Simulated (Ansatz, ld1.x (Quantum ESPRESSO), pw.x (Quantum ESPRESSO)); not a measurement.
**pw.x on fcc Os: one setting changed**

Potential: norm-conserving Troullier–Martins (Kleinman–Bylander form), ld1.x (Quantum ESPRESSO) 7.5, PBE; core [Xe] 4f14, reference 5d6 6s1 6p1; waves: 6s (bound): rc 2.55 bohr; 6p (bound): rc 3.10 bohr; 5d (bound): rc 1.38 bohr; local part: all-electron potential smoothed inside 2.50 bohr (lloc = -1); core correction: none.

The reference run (k-mesh 15³, cutoffs 85/340 Ry, Fermi–Dirac 0.01 Ry, mixing_beta 0.4, conv_thr 1e-9, no spin) gives 0.17 GPa at 14.323 Å³/atom, where all-electron LAPW gives 0.41 GPa. This run, with its own iteration cap, changes k-mesh points per axis to 20.

```
&control
  calculation='scf', prefix='x', pseudo_dir='./', outdir='./tmp', tstress=.true., disk_io='none'
/
&system
  ibrav=0, nat=1, ntyp=1, ecutwfc=85, ecutrho=340, nbnd=11,
  occupations='smearing', smearing='fd', degauss=0.01
/
&electrons
  conv_thr=1e-09, mixing_beta=0.4, electron_maxstep=60
/
ATOMIC_SPECIES
Os 1.0 Os.UPF
CELL_PARAMETERS angstrom
  0.00000000 1.92753083 1.92753083
  1.92753083 0.00000000 1.92753083
  1.92753083 1.92753083 0.00000000
ATOMIC_POSITIONS crystal
Os 0.0000 0.0000 0.0000
K_POINTS automatic
20 20 20 0 0 0
```

```bash
pw.x < Os.scf.in > Os.scf.out
```

Task: How does the run end?

Result: It converges in 8 iterations; the free energy moves by +5.4 meV/atom and the pressure by +0.25 GPa.

```
Message from routine setup:
     using ibrav=0 with symmetry is DISCOURAGED, use correct ibrav instead
     lattice parameter (alat)  =       5.1513  a.u.
     unit-cell volume          =      96.6564 (a.u.)^3
     number of electrons       =         8.00
     number of Kohn-Sham states=           11
     kinetic-energy cutoff     =      85.0000  Ry
     charge density cutoff     =     340.0000  Ry
     scf convergence threshold =      1.0E-09
     Exchange-correlation= PBE
     number of k points=   256  Fermi-Dirac smearing, width (Ry)=  0.0100
     iteration #  1     ecut=    85.00 Ry     beta= 0.40
     total energy              =     -30.56492637 Ry
     estimated scf accuracy    <       0.08481379 Ry
     iteration #  2     ecut=    85.00 Ry     beta= 0.40
     total energy              =     -30.56562704 Ry
     estimated scf accuracy    <       0.00992425 Ry
     iteration #  3     ecut=    85.00 Ry     beta= 0.40
     total energy              =     -30.56741521 Ry
     estimated scf accuracy    <       0.00010284 Ry
     iteration #  4     ecut=    85.00 Ry     beta= 0.40
     total energy              =     -30.56743165 Ry
     estimated scf accuracy    <       0.00002060 Ry
     iteration #  5     ecut=    85.00 Ry     beta= 0.40
     total energy              =     -30.56743537 Ry
     estimated scf accuracy    <       0.00000156 Ry
     iteration #  6     ecut=    85.00 Ry     beta= 0.40
     total energy              =     -30.56743562 Ry
     estimated scf accuracy    <       0.00000005 Ry
     iteration #  7     ecut=    85.00 Ry     beta= 0.40
     total energy              =     -30.56743563 Ry
     estimated scf accuracy    <          2.0E-09 Ry
     iteration #  8     ecut=    85.00 Ry     beta= 0.40
     the Fermi energy is    18.6230 ev
!    total energy              =     -30.56743563 Ry
     estimated scf accuracy    <          3.2E-11 Ry
     smearing contrib. (-TS)   =      -0.00384499 Ry
     The total energy is F=E-TS. E is the sum of the following terms:
     one-electron contribution =      15.13468976 Ry
     hartree contribution      =       0.94018362 Ry
     xc contribution           =      -6.35970761 Ry
     ewald contribution        =     -40.27875642 Ry
     convergence has been achieved in   8 iterations
          total   stress  (Ry/bohr**3)                   (kbar)     P=        4.20
     Message from routine punch:
     Nothing written, as per user request (disk_io='none')
```

The run took about 31 s on one core of a shared host (Neoverse-V1, 32 threads, 247 GiB, load 25).
